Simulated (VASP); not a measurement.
# TaN (Fm-3m) in VASP: reference runs

Aim: a first look at TaN with PBE, on the cell as given and on a disturbed one.

Everything below comes from runs of VASP 6.6.1. Logs are shortened: lines on timing, memory, paths and dates and some standing lists are left out, and cuts for length are marked.

**1. The crystal as given**

Symmetry: Fm-3m, No. 225, cubic system. Conventional cell: a = 4.358 Å, b = 4.358 Å, c = 4.358 Å, α = 90.00°, β = 90.00°, γ = 90.00°. Around Ta (site symmetry m-3m) lie 6 N at 2.18 Å. N (site symmetry m-3m) has 6 Ta at 2.18 Å as nearest neighbours.

**2. Single point, PBE**

INCAR reads:

```
SYSTEM = TaN
PREC = Accurate ; ENCUT = 520
EDIFF = 1E-7 ; ISMEAR = -1
SIGMA = 0.05 ; LREAL = .FALSE.
LASPH = .TRUE. ; NELM = 60
ALGO = Normal ; ISIF = 2
LWAVE = .FALSE. ; LCHARG = .FALSE.
GGA = PE ; NBANDS = 15
```

KPOINTS reads:

```
Automatic mesh
0
G
  10 10 10
  0 0 0
```

POSCAR reads:

```
TaN
1.0
    0.0000000000      2.1790013100      2.1790013100
    2.1790013100      0.0000000000      2.1790013100
    2.1790013100      2.1790013100      0.0000000000
Ta N
1 1
Direct
    0.5000000000      0.5000000000      0.5000000000
    0.0000000000      0.0000000000      0.0000000000
```

Potentials or basis: VASP PAW PBE potentials, release 64 (Ta_pv, N).

Command:

```console
cat potpaw_PBE.64/Ta_pv/POTCAR potpaw_PBE.64/N/POTCAR > POTCAR
mpirun -np 1 vasp_std > vasp.out
```

OUTCAR:

```text
SYSTEM = TaN
   PREC = Accurate
   ENCUT = 520
   EDIFF = 1E-7
   ISMEAR = -1
   LREAL = .FALSE.
   LASPH = .TRUE.
   NELM = 60
   ISIF = 2
   GGA = PE

 ion  position               nearest neighbor table
   1  0.500  0.500  0.500-   2 2.18   2 2.18   2 2.18   2 2.18   2 2.18   2 2.18
   2  0.000  0.000  0.000-   1 2.18   1 2.18   1 2.18   1 2.18   1 2.18   1 2.18

  LATTYP: Found a face centered cubic cell.
 ALAT       =     4.3580026200

  Lattice vectors:

 A1 = (   0.0000000000,   2.1790013100,   2.1790013100)
 A2 = (   2.1790013100,   0.0000000000,   2.1790013100)
 A3 = (   2.1790013100,   2.1790013100,   0.0000000000)

Analysis of symmetry for initial positions (statically):
=====================================================================
 Subroutine PRICEL returns:
 Original cell was already a primitive cell.

 Routine SETGRP: Setting up the symmetry group for a
 face centered cubic supercell.

 Subroutine GETGRP returns: Found 48 space group operations
 (whereof 48 operations were pure point group operations)
 out of a pool of 48 trial point group operations.

The static configuration has the point symmetry O_h .

Analysis of symmetry for dynamics (positions and initial velocities):
=====================================================================
 Subroutine PRICEL returns:
 Original cell was already a primitive cell.

 Routine SETGRP: Setting up the symmetry group for a
 face centered cubic supercell.

 Subroutine GETGRP returns: Found 48 space group operations
 (whereof 48 operations were pure point group operations)
 out of a pool of 48 trial point group operations.

The dynamic configuration has the point symmetry O_h .

 Subroutine INISYM returns: Found 48 space group operations
 (whereof 48 operations are pure point group operations),
 and found     1 'primitive' translations

----------------------------------------------------------------------------------------

                                     Primitive cell

  volume of cell :      20.6920

  direct lattice vectors                    reciprocal lattice vectors
     0.000000000  2.179001310  2.179001310    -0.229462918  0.229462918  0.229462918
     2.179001310  0.000000000  2.179001310     0.229462918 -0.229462918  0.229462918
     2.179001310  2.179001310  0.000000000     0.229462918  0.229462918 -0.229462918

  length of vectors
     3.081573205  3.081573205  3.081573205     0.397441433  0.397441433  0.397441433

  position of ions in fractional coordinates (direct lattice)
     0.500000000  0.500000000  0.500000000
[... 90 lines left out ...]
   NUPDOWN=      -1.0000    fix difference up-down
   EMIN   =  10.00;   EMAX   =-10.00  energy-range for DOS
   EFERMI =   0.00;   METHOD = LEGACY
   ISMEAR =    -1;   SIGMA  =   0.05  broadening in eV -4-tet -1-fermi 0-gaus
   EFERMI_NEDOS =   21; number of points for ismear=-14 and -15
   IALGO  =     38    algorithm
   IMIX   =      4    mixing-type and parameters
     AMIX     =   0.40;   BMIX     =  1.00
     AMIX_MAG =   1.60;   BMIX_MAG =  1.00
  volume/ion in A,a.u.               =      10.35        69.82
  Fermi-wavevector in a.u.,A,eV,Ry     =   1.502614  2.839528 30.719885  2.257848
  Thomas-Fermi vector in A             =   2.613831
   LORBIT       =      0    0 simple, 1 ext, 2 COOP (PROOUT), +10 PAW based schemes
   GGA     = PE    functional components
   LHFCALC =     F    Hartree Fock is set to
   AEXX    =    0.0000 exact exchange contribution
   IVDW    =     0    specifies the selected vdW correction
   LEPSILON=     F    determine dielectric tensor
   LRPA    =     F    only Hartree local field effects (RPA)
 non-spin polarized calculation
  energy-cutoff  :      520.00
  volume of cell :       20.69
 maximum number of plane-waves:       568
   NGX = 11   NGY = 11   NGZ = 11

 number of electron      16.0000000 magnetization

 Free energy of the ion-electron system (eV)
  ---------------------------------------------------
  ext. energy  EPLUGINS =         0.00000000
  ---------------------------------------------------
  free energy    TOTEN  =       -21.79991730 eV

  energy without entropy =      -21.79431890  energy(sigma->0) =      -21.79711810

 E-fermi :   9.8855     XC(G=0): -13.5901

 val. band max:        9.7827319675   @ k =  -0.2000   0.2000   0.0000
 cond. band min:       9.9231350020   @ k =  -0.3000   0.3000   0.1000
 fundamental gap:      0.1404030345
 Fermi energy:         9.8855304525

 k-point     1 :       0.0000    0.0000    0.0000
  band No.  band energies     occupation
      1     -25.8782      2.00000
      2     -25.8782      2.00000
      3     -25.8782      2.00000
      4      -9.2237      2.00000
      5       5.9639      2.00000
      6       5.9639      2.00000
      7       5.9639      2.00000
      8       7.6714      2.00000
      9       7.6714      2.00000
     10       7.6714      2.00000
     11       9.9238      0.63535
     12       9.9238      0.63535
     13      11.6200      0.00000
     14      19.2738      0.00000
[... 401 lines left out ...]
      2     -26.1447      2.00000
      3     -26.1162      2.00000
      4      -7.6171      2.00000
      5       1.7782      2.00000
      6       3.8321      2.00000
      7       4.5589      2.00000
      8       5.8764      2.00000
      9      12.1224      0.00000
     10      12.9079      0.00000
     11      12.9900      0.00000
     12      13.9942      0.00000
     13      18.5527      0.00000
     14      20.8698      0.00000
     15      22.2821      0.00000

 [... further k-points ...]

------------------------ aborting loop because EDIFF is reached ----------------------------------------

  FORCE on cell =-STRESS in cart. coord.  units (eV):
  Direction    XX          YY          ZZ          XY          YZ          ZX
  --------------------------------------------------------------------------------------
  -------------------------------------------------------------------------------------
  Total        1.9915535      1.9915535      1.9915535      0.0000000      0.0000000      0.0000000
  in kB      154.2055839    154.2055839    154.2055839      0.0000000      0.0000000      0.0000000
  external PRESSURE =     154.2055839 kB  Pullay stress =       0.0000000 kB

 VOLUME and BASIS-vectors are now :
 -----------------------------------------------------------------------------
  energy-cutoff  :      520.00
  volume of cell :       20.69
      direct lattice vectors                 reciprocal lattice vectors
     0.000000000  2.179001310  2.179001310    -0.229462918  0.229462918  0.229462918
     2.179001310  0.000000000  2.179001310     0.229462918 -0.229462918  0.229462918
     2.179001310  2.179001310  0.000000000     0.229462918  0.229462918 -0.229462918

 POSITION                                       TOTAL-FORCE (eV/Angst)
 -----------------------------------------------------------------------------------
      2.17900      2.17900      2.17900        -0.000000     -0.000000      0.000000
      0.00000      0.00000      0.00000         0.000000      0.000000     -0.000000
 -----------------------------------------------------------------------------------
    total drift:                                0.000000     -0.000000     -0.000000

  FREE ENERGIE OF THE ION-ELECTRON SYSTEM (eV)
  ---------------------------------------------------
  free  energy   TOTEN  =       -21.7999173038 eV

  energy  without entropy=      -21.7943188971  energy(sigma->0) =      -21.79711810
```

stdout:

```text
POSCAR found type information on POSCAR TaN
 POSCAR found :  2 types and       2 ions
 scaLAPACK will be used
 LDA part: xc-table for (Slater+PW92), standard interpolation
 POSCAR, INCAR and KPOINTS ok, starting setup
 FFT: planning ... GRIDC
 FFT: planning ... GRID_SOFT
 FFT: planning ... GRID
 WAVECAR not read
 entering main loop
```

Wall time 9.6 s (1 thread of Intel Xeon Platinum 8488C (Sapphire Rapids), shared host); peak memory 0.14 GiB.

What came out:

```yaml
Free_energy: -21.7999 eV
Pressure: 15.4 GPa
Band_gap_on_the_k_mesh: none (metal or under the smearing width)
```

Levels at points of the mesh, in eV from the Fermi level:
| k point | band 4 | band 5 | band 6 | band 7 | band 8 | band 9 | band 10 | band 11 | band 12 | band 13 |
| --- | --- | --- | --- | --- | --- | --- | --- | --- | --- | --- |
| (0.00, 0.00, 0.00) | -19.11 | -3.92 | -3.92 | -3.92 | -2.21 | -2.21 | -2.21 | 0.04 | 0.04 | 1.73 |
| (0.50, 0.00, 0.00) | -15.92 | -10.63 | -7.80 | -7.80 | 1.96 | 1.96 | 2.05 | 3.89 | 7.80 | 7.80 |
| (0.50, 0.50, 0.00) | -17.85 | -6.72 | -5.69 | -4.72 | -4.72 | 2.17 | 3.67 | 3.67 | 4.80 | 7.10 |

Caveat: so large a pressure means that the cell lies far from this level's equilibrium, or that cutoff or potentials fall short. The run has no spin-orbit coupling, so splittings on Ta are missing.

**3. Single point, PBE (atoms moved at random, drawn with an rms of 0.05 Å)**

INCAR reads:

```
PREC = Accurate
ENCUT = 520
EDIFF = 1E-7
ISMEAR = -1
SIGMA = 0.05
LREAL = F
LASPH = T
NELM = 80
ALGO = Normal
ISIF = 2
LWAVE = F
LCHARG = T
GGA = PE
LELF = T
LVHAR = T
NBANDS = 15
```

KPOINTS reads:

```
Automatic mesh
0
Gamma
  10 10 10
```

POSCAR reads:

```
TaN
1.0
    0.0000000000      2.1790013100      2.1790013100
    2.1790013100      0.0000000000      2.1790013100
    2.1790013100      2.1790013100      0.0000000000
Ta N
1 1
Direct
    0.4783750000      0.5120370000      0.5196850000
    0.0138300000      0.0017030000     -0.0007190000
```

Potentials or basis: VASP PAW PBE potentials, release 64 (Ta_pv, N).

Command:

```console
cat potpaw_PBE.64/Ta_pv/POTCAR potpaw_PBE.64/N/POTCAR > POTCAR
mpirun -np 1 vasp_std > vasp.out
```

Run time: 77 s. Hardware: 1 thread of Intel Xeon Platinum 8488C (Sapphire Rapids), shared host; peak memory 0.27 GiB.

It converged, with:

```yaml
Free_energy: -21.7604 eV
Pressure: 17.0 GPa
Largest_force: 0.888 eV/Å
Band_gap_on_the_k_mesh: none (metal or under the smearing width)
```

Forces in eV/Å, atoms in the order of the input:
```
Ta  -0.642  0.313  0.528
N    0.642 -0.313 -0.528
```

Stress tensor (GPa, compression positive):
```
17.71  0.24  0.39
 0.24 16.17 -0.16
 0.39 -0.16 17.05
```

Levels at points of the mesh, in eV from the Fermi level:
| k point | band 4 | band 5 | band 6 | band 7 | band 8 | band 9 | band 10 | band 11 | band 12 | band 13 |
| --- | --- | --- | --- | --- | --- | --- | --- | --- | --- | --- |
| (0.00, 0.00, 0.00) | -19.10 | -4.20 | -4.13 | -4.09 | -2.17 | -2.04 | -1.86 | 0.16 | 0.25 | 1.72 |
| (0.50, 0.00, 0.00) | -15.95 | -10.59 | -7.82 | -7.81 | 1.97 | 1.99 | 2.06 | 3.97 | 7.79 | 7.87 |
| (0.00, 0.50, 0.00) | -15.93 | -10.61 | -7.78 | -7.74 | 1.91 | 1.94 | 2.08 | 3.80 | 7.69 | 7.83 |
| (0.00, 0.00, 0.50) | -15.93 | -10.60 | -7.80 | -7.76 | 1.92 | 1.94 | 2.09 | 3.84 | 7.75 | 7.80 |
| (0.50, 0.50, 0.50) | -15.92 | -10.61 | -7.78 | -7.74 | 1.90 | 1.95 | 2.07 | 3.79 | 7.67 | 7.83 |
| (0.50, 0.50, 0.00) | -17.83 | -6.71 | -5.96 | -4.75 | -4.40 | 2.24 | 3.68 | 3.69 | 4.73 | 6.94 |
| (0.00, 0.50, 0.50) | -17.83 | -6.70 | -5.90 | -4.74 | -4.47 | 2.23 | 3.68 | 3.68 | 4.72 | 6.88 |
| (0.50, 0.00, 0.50) | -17.83 | -6.72 | -6.04 | -4.76 | -4.31 | 2.26 | 3.68 | 3.69 | 4.74 | 7.05 |

The run has no spin-orbit coupling, so splittings on Ta are missing.
